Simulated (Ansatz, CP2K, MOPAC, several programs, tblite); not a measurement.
**What each method gives for In₃GaAs₄ (ordering on zincblende)**

An ordered 8-atom cell of In₃GaAs₄ on the zincblende lattice (P-4m2), relaxed with r2SCAN in Ansatz, was computed with several methods. It is tetragonal, P-4m2 (No. 115); conventional cell a = 4.237 Å, c = 12.029 Å, 26.99 Å³ an atom. Around Ga lie 4 As at 2.50 Å; around As lie 2 Ga at 2.50 Å and 2 In at 2.63 Å; around In lie 4 As at 2.63 Å; around As lie 4 In at 2.63 Å. These are computed values for a spin-unpolarised cell that may be hypothetical; none is a measurement.

```yaml
crystal:
  lattice:
    - [4.23706, 0.00000, 0.00000]
    - [0.00000, 4.23706, 0.00000]
    - [0.00000, 0.00000, 12.02911]
  atoms:
    - { symbol: Ga, position: [0.00000, 0.00000, 0.00000] }
    - { symbol: As, position: [0.00000, 0.50000, 0.11102] }
    - { symbol: In, position: [0.50000, 0.50000, 0.24123] }
    - { symbol: As, position: [0.50000, 0.00000, 0.37057] }
    - { symbol: In, position: [0.00000, 0.00000, 0.50000] }
    - { symbol: As, position: [0.00000, 0.50000, 0.62943] }
    - { symbol: In, position: [0.50000, 0.50000, 0.75877] }
    - { symbol: As, position: [0.50000, 0.00000, 0.88898] }
```

Gaps and times are for a single point on this cell; volume and bulk modulus come from each method's own relaxation or energy curve at fixed shape, which is too stiff where a cell has free coordinates or axes. Times are rough, from shared hosts (Arm Neoverse V1), and each method has its own mesh and cell size. A double dagger marks a value from a curve with shape and coordinates held. PM6 (MOPAC), PM7 (MOPAC), GFN2-xTB (tblite) treat a cluster of cells at its zone centre, which samples few k points: where these miss a band edge, the gap comes out too large for that reason alone. Gaps from k meshes are read at a limited set of points (mesh, symmetry points, PBE's band edges), so each method's own least gap may be somewhat smaller. xTB and the PM methods were fitted mostly to molecules, and can miss a solid's gap by electronvolts. Minimal bases can be far off for gaps. d marks a direct gap, i an indirect one (no mark: not told apart), a dash a value that wasn't computed or didn't pass its checks.

```
                          method              kind  gap (eV)  own volume (Å³/atom)  bulk modulus (GPa)  atoms computed  processor time
                     PM6 (MOPAC)    semi-empirical      3.90                     –                   –              32           2.6 s
               GFN2-xTB (tblite)     tight binding         0                     –                   –              32             3 s
                     PM7 (MOPAC)    semi-empirical      5.80                26.68‡                 91‡              32           3.4 s
light PBE (260 eV, its own mesh)  light plane-wave         0                     –                   –               8           6.5 s
                  PBE/SZV (CP2K)       small basis         0                29.33‡                 50‡               8            17 s
                             PBE         semilocal         0                 28.11                 51‡               8            37 s
                 PBE/DZVP (CP2K)       small basis         0                28.42‡                 50‡               8            52 s
                          r2SCAN         semilocal    0.16 d                 26.99                 60‡               8            72 s
```

Against r2SCAN (0.16 eV) the nearest gap at the points sampled is that of PBE/SZV (CP2K) (-0.16 eV) and the farthest that of PM7 (MOPAC) (+5.64 eV). r2SCAN is only a yardstick of convenience: semilocal gaps usually lie below measured ones, which GLLB-SC and hybrids aim to mend.

Volumes against r2SCAN's: PBE +4.1 %.

Runs without a result: GFN1-xTB (tblite) (single point).

With PBE the bands overlap or touch, or nearly. Semilocal functionals can close a real gap, so this doesn't show a metal; small gaps of other methods may in turn close between the points read or with spin-orbit coupling, and the solid may be a semimetal.

Spin-orbit coupling is left out, which matters wherever the heavy atoms make up the band edges.
